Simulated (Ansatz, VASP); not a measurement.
# Ru (free-standing triangular Ru monolayer, spacing 3.288 A): VASP beside Ansatz

Aim: how closely do two programs agree when they are given the same cell, functional and k mesh? The cell is taken from a series of runs on this material, whose earlier steps may have relaxed, scaled, displaced or heated it; both programs get it as it stands.

Program: Ansatz 0.2.0. Level of theory: plane waves, with VASP 6.6.1 beside it; single point at PBE. Results are calculated unless marked as measured.

## (1) Set-up

The cell holds 1 atom: 1 Ru. Cell: a = 3.288 Å, b = 3.288 Å, c = 14.000 Å, α = 90.0°, β = 90.0°, γ = 120.0°. As first built, before any earlier steps moved the atoms (in the runner's words): model lattice. Vacuum lies along c.

## (2) Ansatz: single point, PBE, pair 1

Ansatz runs on its PAW soft_1 files.

With cell and atoms fixed, the geometry can't cause a difference; cores, projectors, grids and the points listed under the comparison can.

Input file input.yaml:

```yaml
crystal:
  lattice:
    - [3.288, 0.0, 0.0]
    - [-1.644, 2.847492, 0.0]
    - [0.0, 0.0, 14.0]
  atoms:
    - { symbol: Ru, position: [0.0, 0.0, 0.5], spin: 1.5 }
magnetization:
  spin_polarized: true
kpoints:
  mp_grid: { grid: [10, 10, 1] }
hamiltonian:
  xc: pbe
  pseudopotentials: { kind: paw, azcp: { folder: soft_1 } }
scf:
  occupations: { method: fermi_dirac, width: 0.1 }
  max_iter: 120
  convergence: { dr2_threshold: 1.0e-08 }
  lower_state_search: "off"
```

The run is started by

```console
$ ansatz run input.yaml --threads 2 --pin off --max-ram 5120MiB --backend cpu --events-out ev --progress --plain --runs-dir out
```

Numbers of over 12 decimals in the logs are rounded to 6 here.

Output:

```text
Engine: ansatz 0.2.0, aarch64-unknown-linux-gnu
Pseudopotentials: kind: paw
Pseudopotential: Ru, paw, valence charge 16, recommended cutoff 420 eV (normal), soft_1/Ru.paw.azcp
Functional definition: PBE
  parameter kappa = 0.804
  parameter beta = 0.066725
  exchange = pbe_x(kappa = kappa, mu = beta*pi^2/3)
  correlation = pbe_c(beta = beta)
Crystal: 1 atoms, lattice volume = 131.076 Å³
Basis set: ecut = 420 eV, 2627 PW (Γ)
Bands: 13, of which v1, the nominal top of the filled ones, is band 8 counted from 1 (7 counted from 0)
Symmetry: 24 space group operations
Space group: P6/mmm (ITA 191), of the structure as read, at distance tolerance 5.1e-5 Å
Magnetic group: BNS 191.233 (UNI 1463), of the structure as read, at distance tolerance 5.1e-5 Å
k-points: 14 of 100
Non-local potential: Ru, projectors of the file, l = 0: 3, l = 1: 2, l = 2: 2, l = 3: 1
PAW form: soft (Blöchl's): semilocal exchange-correlation on the pseudo side does not see the compensation charge
PAW one-centre angular grid: Ru, 590 points (default); XC on 64 Gauss nodes
Initial density: superposition of atomic densities (neutral atoms: chi_scale 0, normalization atom)
Starting moments: Σ|m| = 1.5 μB on 1 of 1 site
Initial wavefunctions: pseudopotential atomic-orbital guess
Functional: x = pbe(κ = 0.804, μ = 0.219515), c = pbe(β = 0.066725)
SCF iter   1: F=—  HF=-5874.329095 eV  |F-HF|=—  |Δ(HF+E_count)|=         —  Δρ=2.17e-2 (↑1.27e-2 ↓2.17e-2)  dr2=7.61e-1  dr2_m=2.61e-1  M=2.325 μB ∫|m|=2.325 μB  β_m=1.00  ethr=3.10e-3  ⟨swp⟩=5.1  Hψ=1902  notcnv=0
preconditioner: auto → LDOS  [metal: Δε(μ)=0.134 eV  Ē_g=5.042 eV  σ=0.100 eV  W_gap=0.30  n_scr=8 (ndim 8)  ℏωp=9.2 eV  f_vac=0.677  D(μ)=3.35/eV (n_scr^D=8)]
spin=Collinear: LDOS preconditioning applied to the charge; magnetization (m = ρ↑ − ρ↓) channel mixes plain (no charge-response kernel on spin).
SCF iter   2: F=—  HF=-5874.572365 eV  |F-HF|=—  |Δ(HF+E_count)|=   2.43e-1  Δρ=1.35e-2 (↑4.77e-3 ↓1.35e-2)  dr2=4.37e-1  dr2_m=5.08e-2  M=2.665 μB ∫|m|=2.672 μB  β_m=1.00  ethr=3.10e-3  ⟨swp⟩=3.0  Hψ=885  notcnv=0
SCF iter   3: F=—  HF=-5874.483827 eV  |F-HF|=—  |Δ(HF+E_count)|=   8.85e-2  Δρ=4.09e-3 (↑2.78e-3 ↓4.09e-3)  dr2=2.83e-2  dr2_m=5.46e-3  M=2.699 μB ∫|m|=2.707 μB  β_m=1.00  ethr=2.73e-3  ⟨swp⟩=2.5  Hψ=640  notcnv=0
SCF iter   4: F=—  HF=-5874.506529 eV  |F-HF|=—  |Δ(HF+E_count)|=   2.27e-2  Δρ=2.64e-3 (↑1.98e-3 ↓2.64e-3)  dr2=1.39e-2  dr2_m=8.77e-4  M=2.713 μB ∫|m|=2.722 μB  β_m=1.00  ethr=1.77e-4  ⟨swp⟩=1.0  Hψ=516  notcnv=0
SCF iter   5: F=—  HF=-5874.525796 eV  |F-HF|=—  |Δ(HF+E_count)|=   1.93e-2  Δρ=7.84e-4 (↑7.81e-4 ↓7.84e-4)  dr2=1.06e-3  dr2_m=3.56e-4  M=2.726 μB ∫|m|=2.737 μB  β_m=0.30  ethr=8.67e-5  ⟨swp⟩=2.1  Hψ=619  notcnv=0
Mixer restart at iter 5: flushing history
spin-set hold released at iteration 5 (site moments contracting): the magnetisation degrees of freedom join the quasi-Newton model from the next iteration; the mixer history was flushed
SCF iter   6: F=—  HF=-5874.531172 eV  |F-HF|=—  |Δ(HF+E_count)|=   5.38e-3  Δρ=6.75e-4 (↑6.56e-4 ↓6.75e-4)  dr2=4.85e-4  dr2_m=3.55e-4  M=2.729 μB ∫|m|=2.741 μB  β_m=0.65  ethr=6.64e-6  ⟨swp⟩=1.4  Hψ=394  notcnv=0
SCF iter   7: F=—  HF=-5874.537021 eV  |F-HF|=—  |Δ(HF+E_count)|=   5.85e-3  Δρ=3.15e-4 (↑1.91e-4 ↓3.15e-4)  dr2=4.48e-5  dr2_m=7.37e-5  M=2.737 μB ∫|m|=2.753 μB  β_m=0.76  ethr=3.03e-6  ⟨swp⟩=2.0  Hψ=697  notcnv=0
SCF iter   8: F=—  HF=-5874.537078 eV  |F-HF|=—  |Δ(HF+E_count)|=   5.66e-5  Δρ=1.00e-4 (↑1.00e-4 ↓9.52e-5)  dr2=5.74e-6  dr2_m=9.69e-6  M=2.738 μB ∫|m|=2.755 μB  β_m=0.86  ethr=2.80e-7  ⟨swp⟩=2.0  Hψ=487  notcnv=0
SCF iter   9: F=—  HF=-5874.537089 eV  |F-HF|=—  |Δ(HF+E_count)|=   1.09e-5  Δρ=1.99e-5 (↑9.57e-6 ↓1.99e-5)  dr2=9.46e-7  dr2_m=1.36e-7  M=2.738 μB ∫|m|=2.756 μB  β_m=0.87  ethr=3.58e-8  ⟨swp⟩=2.1  Hψ=596  notcnv=0
SCF iter  10: F=—  HF=-5874.537089 eV  |F-HF|=—  |Δ(HF+E_count)|=   2.08e-7  Δρ=7.01e-6 (↑2.23e-6 ↓7.01e-6)  dr2=5.29e-8  dr2_m=1.73e-8  M=2.738 μB ∫|m|=2.756 μB  β_m=0.94  ethr=5.91e-9  ⟨swp⟩=2.1  Hψ=541  notcnv=0
iter 11 met the thresholds in force, and the SCF goes on: an eigenvalue changes by 0.46 meV, over its tolerance of 0.16 meV (output.eigenvalues, Limitations)
SCF iter  11: F=-5874.537089 eV  HF=-5874.537089 eV  |F-HF|=3.09e-9  |Δ(HF+E_count)|=   5.81e-8  Δρ=2.48e-6 (↑1.73e-6 ↓2.48e-6)  dr2=8.80e-9  dr2_m=2.48e-9  M=2.738 μB ∫|m|=2.756 μB  β_m=0.95  ethr=6.25e-11  ⟨swp⟩=3.0  Hψ=913  notcnv=0
SCF iter  12: F=-5874.537089 eV  HF=-5874.537089 eV  |F-HF|=5.28e-11  |Δ(HF+E_count)|=   2.06e-9  Δρ=5.42e-7 (↑2.15e-7 ↓5.42e-7)  dr2=2.00e-10  dr2_m=1.57e-10  M=2.738 μB ∫|m|=2.756 μB  ethr=5.50e-11  ⟨swp⟩=1.0  Hψ=1068  notcnv=0
SCF 1 converged in 12 iterations: F = -5874.537089 eV  dr2 = 2.00e-10
  greatest PAW one-centre occupation: 0.999 electrons in one spin orbital (limit 2), on the Ru atom at site 0 (counted from 0), in its partial waves of l = 0
SCF converged after 12 iterations
an eigenvalue changed by more than its tolerance at an iteration that met the thresholds in force, so the SCF went on 1 time: the last check found none over its tolerance
Magnetization: 2.7382 μB (9.3691 up, 6.6309 down)
Absolute magnetization: 2.7561 μB (∫|ρ↑−ρ↓|, with the PAW one-centre terms)
Spin contamination: 0.0255 ħ² per cell (⟨S²⟩ above its minimum at these occupations)
Per-site moments (μB) at R_I (Å): [(2.595780, 1.356300)]
Free energy (F): -5874.537089 eV
Harris-Foulkes:  -5874.537089 eV  (|F-HF|=5.28e-11)
Internal energy: -5874.460246 eV  (E = F + TS)
E sigma→0 (E₀):  -5874.498668 eV
Entropy (-TS):   -0.076842 eV (-76.842 meV/atom)
Fermi energy:    -1.524801 eV
--- Per-component energies (eV) ---
  E_band       = -433.093735
  E_kinetic    = 451.250620
  E_local      = -6397.176898  (includes V_loc(G=0)·N_el)
  E_nonlocal   = 421.048423
  E_hartree    = 2793.939266
  E_xc         = -163.335297
  E_vxc        = -205.715911  (∫ρ·V_xc dr)
  E_paw        = -3504.452883  (= ΣΔE_a)
  E_vpaw       = -290.378170  (= ΣTr[D̂ρ^β])
  E_aug_tail   = 0.000667  (compensation charges beyond the density's cutoff)
  E_ewald      = 524.265855
  E_smearing   = -0.076842  (= −TS)
  E_closure    = -0.000000  (closes the sum)
  Σ components = -5874.537089   (vs F -5874.537089, Δ=0.00e0)
```

## (3) VASP: single point, PBE, pair 1

The same cell, functional, mesh and smearing now go to VASP, with its own data sets.

Lines of VASP's logs that name or quote its potential files are left out, and so is its time.

Input file INCAR:

```
SYSTEM = Ru
PREC = Accurate
ENCUT = 400
EDIFF = 1E-06
NELM = 200
ISMEAR = -1
SIGMA = 0.1
LREAL = .FALSE.
ALGO = Normal
GGA = PE
NBANDS = 15
ISPIN = 2
MAGMOM = 2.6
LASPH = .TRUE.
LMAXMIX = 4
LORBIT = 11
LWAVE = .FALSE.
LCHARG = .FALSE.
ISIF = 2
GGA_COMPAT = .FALSE.
KPAR = 2
```

Input file POSCAR:

```
Ru
1.0
    3.2880000000      0.0000000000      0.0000000000
   -1.6440000000      2.8474920000      0.0000000000
    0.0000000000      0.0000000000     14.0000000000
Ru
1
Direct
    0.0000000000      0.0000000000      0.5000000000
```

Input file KPOINTS:

```
Automatic mesh
0
Gamma
10 10 1
0 0 0
```

Potentials, in the order of the species: Ru_pv (PBE family, release 64).

The run is started by

```console
$ mpirun -np 2 vasp_std
```

Output:

```text
[banner, memory and clock lines left out]
running    2 mpi-ranks, on    1 nodes
 distrk:  each k-point on    1 cores,    2 groups
 distr:  one band on    1 cores,    1 groups

 POSCAR found type information on POSCAR Ru
 POSCAR found :  1 types and       1 ions
 LDA part: xc-table for (Slater+PW92), standard interpolation
 POSCAR, INCAR and KPOINTS ok, starting setup
 FFT: planning ... GRIDC
 FFT: planning ... GRID_SOFT
 FFT: planning ... GRID
 WAVECAR not read
 entering main loop
       N       E                     dE             d eps       ncg     rms          rms(c)
DAV:   1     0.431142253276E+02    0.43114E+02   -0.67961E+03  1080   0.551E+02
DAV:   2    -0.389957190752E+01   -0.47014E+02   -0.42592E+02  1022   0.148E+02
DAV:   3    -0.499655119990E+01   -0.10970E+01   -0.10832E+01   945   0.201E+01
DAV:   4    -0.501286480368E+01   -0.16314E-01   -0.16309E-01  1222   0.224E+00
DAV:   5    -0.501328214153E+01   -0.41734E-03   -0.41732E-03  1031   0.242E-01    0.364E+00
DAV:   6    -0.504672211985E+01   -0.33440E-01   -0.92039E-01   917   0.666E+00    0.180E+00
DAV:   7    -0.503958601351E+01    0.71361E-02   -0.50247E-02  1002   0.166E+00    0.101E+00
DAV:   8    -0.503886901080E+01    0.71700E-03   -0.16362E-02   904   0.805E-01    0.574E-01
DAV:   9    -0.504309388878E+01   -0.42249E-02   -0.29766E-03  1049   0.348E-01    0.322E-01
DAV:  10    -0.504405258188E+01   -0.95869E-03   -0.64026E-04   924   0.165E-01    0.140E-01
DAV:  11    -0.504415375887E+01   -0.10118E-03   -0.41664E-04   925   0.137E-01    0.478E-02
DAV:  12    -0.504397762675E+01    0.17613E-03   -0.10222E-04   861   0.662E-02    0.338E-02
DAV:  13    -0.504371818765E+01    0.25944E-03   -0.40610E-05   868   0.384E-02    0.225E-02
DAV:  14    -0.504356505291E+01    0.15313E-03   -0.55182E-05   854   0.433E-02    0.138E-02
DAV:  15    -0.504367168096E+01   -0.10663E-03   -0.12058E-05   847   0.168E-02    0.904E-03
DAV:  16    -0.504377874362E+01   -0.10706E-03   -0.11913E-05   889   0.156E-02    0.506E-03
DAV:  17    -0.504383192352E+01   -0.53180E-04   -0.32492E-06   938   0.839E-03    0.349E-03
DAV:  18    -0.504389142368E+01   -0.59500E-04   -0.21048E-06   833   0.570E-03    0.222E-03
DAV:  19    -0.504393674872E+01   -0.45325E-04   -0.20893E-06   798   0.459E-03    0.971E-04
DAV:  20    -0.504395458270E+01   -0.17834E-04   -0.52140E-07   748   0.235E-03    0.635E-04
DAV:  21    -0.504396225428E+01   -0.76716E-05   -0.19120E-07   718   0.153E-03    0.276E-04
DAV:  22    -0.504396447824E+01   -0.22240E-05   -0.60921E-08   658   0.939E-04    0.131E-04
DAV:  23    -0.504396464244E+01   -0.16420E-06   -0.66800E-09   672   0.383E-04
   1 F= -.50439646E+01 E0= -.50054016E+01  d E =-.771261E-01  mag=     2.7375
```

OUTCAR, selected parts (step 3):

```text
ion  position               nearest neighbor table
   1  0.000  0.000  0.500-

  LATTYP: Found a hexagonal cell.
 ALAT       =     3.2880000000
 C/A-ratio  =     4.2579075426

 Subroutine GETGRP returns: Found 24 space group operations
 (whereof 24 operations were pure point group operations)

The static configuration has the point symmetry D_6h.

 Found     14 irreducible k-points:

   k-points           NKPTS =     14   k-points in BZ     NKDIM =     14   number of bands    NBANDS=     15

   dimension x,y,z NGX =    24 NGY =   24 NGZ =   96
   dimension x,y,z NGXF=    48 NGYF=   48 NGZF=  192

   ENCUT  =  400.0 eV  29.40 Ry    5.42 a.u.   5.36  5.36 22.83*2*pi/ulx,y,z

   NELECT =      14.0000    total number of electrons

 k-points in reciprocal lattice and weights: Automatic mesh
   0.00000000  0.00000000  0.00000000       0.010
   0.10000000 -0.00000000  0.00000000       0.060
   0.20000000 -0.00000000  0.00000000       0.060
   0.30000000  0.00000000  0.00000000       0.060
   0.40000000 -0.00000000  0.00000000       0.060
   0.50000000  0.00000000  0.00000000       0.030
   0.10000000  0.10000000  0.00000000       0.060
   0.20000000  0.10000000  0.00000000       0.120
   0.30000000  0.10000000  0.00000000       0.120
[...]
0.40000000  0.20000000  0.00000000       0.060
   0.30000000  0.30000000  0.00000000       0.060

 average (electrostatic) potential at core
       1 -81.8776

 E-fermi :  -2.6169

 spin component 1
 k-point     1 :       0.0000    0.0000    0.0000
  band No.  band energies     occupation
    ...
      5      -4.7984      1.00000
      6      -4.2423      1.00000
      7      -4.2423      1.00000
      8      -3.7721      0.99999
      9      -3.7721      0.99999
     10      -1.3277      0.00000
     11       1.4704      0.00000
     12       2.6200      0.00000
     13       3.1457      0.00000
     14       6.1926      0.00000
    ...

 k-point     2 :       0.1000   -0.0000    0.0000
  band No.  band energies     occupation
    ...
      5      -4.7375      1.00000
      6      -4.3082      1.00000
      7      -4.1261      1.00000
      8      -3.9631      1.00000
      9      -3.7954      0.99999
     10      -1.0043      0.00000
     11       1.6492      0.00000
     12       2.8244      0.00000
     13       3.3183      0.00000
     14       6.3992      0.00000
    ...

 k-point     3 :       0.2000   -0.0000    0.0000
  band No.  band energies     occupation
    ...
      5      -4.6034      1.00000
      6      -4.3444      1.00000
      7      -4.2999      1.00000
      8      -3.8557      1.00000
      9      -3.8057      0.99999
     10      -0.2106      0.00000
     11       2.1866      0.00000
     12       3.4243      0.00000
     13       3.8383      0.00000
     14       7.0030      0.00000
    ...

 k-point     4 :       0.3000    0.0000    0.0000
  band No.  band energies     occupation
    ...
      5      -4.6981      1.00000
      6      -4.5519      1.00000
      7      -3.9290      1.00000
      8      -3.4697      0.99980
      9      -3.3707      0.99947
     10       0.8648      0.00000
     11       3.0843      0.00000
     12       4.3797      0.00000
     13       4.7015      0.00000
     14       5.5902      0.00000
    ...

 k-point     5 :       0.4000   -0.0000    0.0000
  band No.  band energies     occupation
    ...
      4      -5.3552      1.00000
      5      -4.9331      1.00000
      6      -4.4453      1.00000
      7      -3.9873      1.00000
      8      -2.9783      0.97377
      9      -1.9393      0.00114
     10       2.1065      0.00000
     11       2.8837      0.00000
     12       4.3712      0.00000
     13       5.4929      0.00000
    ...

 k-point     6 :       0.5000    0.0000    0.0000
  band No.  band energies     occupation
    ...
      4      -5.4105      1.00000
      5      -5.0146      1.00000
      6      -4.3980      1.00000
      7      -4.0094      1.00000
      8      -2.8165      0.88031
      9      -0.5455      0.00000
     10       1.1291      0.00000
     11       2.9481      0.00000
     12       5.2179      0.00000
     13       5.9008      0.00000
    ...

  Total       -5.1088758     -5.1088774     -0.0981092      0.0000000      0.0000000      0.0000000
  in kB      -62.4472857    -62.4473064     -1.1992174      0.0000000      0.0000000      0.0000000
  external PRESSURE =     -42.0312698 kB  Pullay stress =       0.0000000 kB

  energy-cutoff  :      400.00
  volume of cell :      131.08
      direct lattice vectors                 reciprocal lattice vectors
     3.288000000  0.000000000  0.000000000     0.304136253  0.175593118  0.000000000
    -1.644000000  2.847492000  0.000000000     0.000000000  0.351186237  0.000000000
     0.000000000  0.000000000 14.000000000     0.000000000  0.000000000  0.071428571

 POSITION                                       TOTAL-FORCE (eV/Angst)
 -----------------------------------------------------------------------------------
      0.00000      0.00000      7.00000         0.000000      0.000000      0.000000
 -----------------------------------------------------------------------------------
    total drift:                                0.000000     -0.000000      0.000000

  FREE ENERGIE OF THE ION-ELECTRON SYSTEM (eV)
  ---------------------------------------------------
  free  energy   TOTEN  =        -5.0439646424 eV

  energy  without entropy=       -4.9668385732  energy(sigma->0) =       -5.00540161

 total charge
# of ion       s       p       d       tot
------------------------------------------
    1        0.251   6.019   5.842  12.112

 magnetization (x)
# of ion       s       p       d       tot
------------------------------------------
    1        0.029   0.005   2.458   2.491

[... 6 further parts left out ...]
```

## (4) Differences

Known differences besides the potentials themselves: VASP starts from the moments at which Ansatz ended; the data sets hold 16 valence electrons in Ansatz (on its PAW soft_1 files) and 14 in VASP; the cutoff is 420 eV in Ansatz and 400 eV in VASP; site moments are counted in spheres of each program's own size. Total energies have different zeros and are not compared.

Both answers:

```
          quantity  Ansatz  VASP  difference
 total moment (μB)    2.74  2.74        0.00
moment on Ru1 (μB)    2.60  2.49       +0.10
```

With vacuum in the cell, a pressure given here is an average over mostly empty space and none of the material.

## (5) Ansatz: single point, PBE, pair 2

A single point gives forces, pressure and levels at one fixed geometry, so differences don't come from the geometry; what else differs is listed under the comparison.

The cell is taken from a series of runs on this material, whose earlier steps may have relaxed, scaled, displaced or heated it; both programs get it as it stands.

input.yaml, the sections that differ from step 2:

```yaml
crystal:
  lattice:
    - [3.288, 0.0, 0.0]
    - [-1.644, 2.847492, 0.0]
    - [0.0, 0.0, 14.0]
  atoms:
    - { symbol: Ru, position: [0.0, 0.0, 0.5], spin: 2.6 }
kpoints:
  mp_grid: { grid: [19, 19, 1] }
basis:
  ecutwfc: 420.0
checkpoint:
  read: start
  write: ck
  compress: false
  write_wavefunctions: false
  write_every: 100000
# magnetization, hamiltonian, scf: as in step 2
```

The run is started by

```console
$ ansatz run input.yaml --threads 2 --pin off --max-ram 5120MiB --backend cpu --events-out ev --progress --plain --runs-dir out
```

Output:

```text
[...]
SCF converged after 7 iterations
Magnetization: 2.8310 μB (9.4155 up, 6.5845 down)
Absolute magnetization: 2.8384 μB (∫|ρ↑−ρ↓|, with the PAW one-centre terms)
[...]
Per-site moments (μB) at R_I (Å): [(2.665754, 1.356300)]
Free energy (F): -5874.538291 eV
[...]
Internal energy: -5874.462249 eV  (E = F + TS)
E sigma→0 (E₀):  -5874.500270 eV
Entropy (-TS):   -0.076042 eV (-76.042 meV/atom)
Fermi energy:    -1.536052 eV
[...]
```

## (6) VASP: single point, PBE, pair 2

The same cell, functional, mesh and smearing now go to VASP, with its own data sets.

Changes to INCAR since step 3:

```diff
@@ -12,3 +12,3 @@
 ISPIN = 2
-MAGMOM = 2.6
+MAGMOM = 2.67
 LASPH = .TRUE.
```

POSCAR is that of step 3.

Input file KPOINTS:

```
Automatic mesh
0
Gamma
19 19 1
0 0 0
```

The run is started by

```console
$ mpirun -np 2 vasp_std
```

Output:

```text
[... set-up lines as in an earlier step ...]
 entering main loop
       N       E                     dE             d eps       ncg     rms          rms(c)
DAV:   1     0.414413838365E+02    0.41441E+02   -0.67880E+03  3168   0.551E+02
DAV:   2    -0.405101234585E+01   -0.45492E+02   -0.41408E+02  2932   0.148E+02
DAV:   3    -0.500940057910E+01   -0.95839E+00   -0.94260E+00  2792   0.193E+01
DAV:   4    -0.502520166241E+01   -0.15801E-01   -0.15796E-01  3513   0.213E+00
[...]
DAV:  21    -0.504508097157E+01   -0.56776E-05   -0.14710E-07  1894   0.136E-03    0.230E-04
DAV:  22    -0.504508216661E+01   -0.11950E-05   -0.32398E-08  1851   0.634E-04    0.127E-04
DAV:  23    -0.504508243282E+01   -0.26621E-06   -0.84360E-09  2019   0.346E-04
   1 F= -.50450824E+01 E0= -.50068886E+01  d E =-.763876E-01  mag=     2.8292
```

(Continued in part 2 of 2.)

[Lines on the potential files, build, host, timing and source positions are cut from VASP's logs without a mark.]

[Logs are printed without paths, hosts, clocks, repeated set-up lines and the standing remarks that a program may print on its own settings, such as how far it seeks lower states.]

[Hosts, paths, dates, database ids (printed as entryN), source tags and the programs' standing remarks are cut or masked in the printed files.]
